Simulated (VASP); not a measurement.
Wanted: the native input for a VASP 6.6.1 run.

| Property | Result |
| --- | --- |
| Task | single point |
| Functional | PBEsol |
| Potentials or basis | VASP PAW PBE potentials, release 64 (Ti_sv, H) |
| Cutoff | 520 eV |
| k mesh | 8 × 8 × 8 |
| Occupations | gaussian, width 0.1 eV |
| Spin | no spin polarisation |
| Dipole correction | no |
| Further INCAR settings | ALGO = Fast; EDIFF = 1e-06; NBANDS = 14 |

The structure of TiH lies in POSCAR:

```
TiH
1.0
    0.0000000000      2.0896972200      2.0896972200
    2.0896972200      0.0000000000      2.0896972200
    2.0896972200      2.0896972200      0.0000000000
Ti H
1 1
Direct
    0.0000000000      0.0000000000      0.0000000000
    0.5000000000      0.5000000000      0.5000000000
```

The cell comes from a database or a generator and needn't be the stable form of this composition.

These files were run (other wordings do the same):

INCAR

```
SYSTEM = TiH
ALGO = Fast ; EDIFF = 1E-6
ENCUT = 520 ; GGA = PS
ISIF = 2 ; ISMEAR = 0
LASPH = .True. ; LCHARG = .False.
LREAL = .False. ; LWAVE = .False.
NBANDS = 14 ; NELM = 100
PREC = Accurate ; SIGMA = 0.1
```

KPOINTS

```
k-points
0
Gamma
  8 8 8
  0 0 0
```

Potentials or basis: VASP PAW PBE potentials, release 64 (Ti_sv, H).

The run is started by

```console
$ cat potpaw_PBE.64/Ti_sv/POTCAR potpaw_PBE.64/H/POTCAR > POTCAR
$ mpirun -np 1 vasp_std > vasp.out
```

Results of the run:

```
Pressure               : -3.5 GPa
Band gap on the k mesh : none (metal or under the smearing width)
```

Caveat: the PAW data sets were made with another functional, which shifts forces and pressure a little.

It took 20 s on 1 thread of AMD EPYC 7R43 64-Core Processor (Zen 3), on a shared host, peak memory 0.1 GiB.
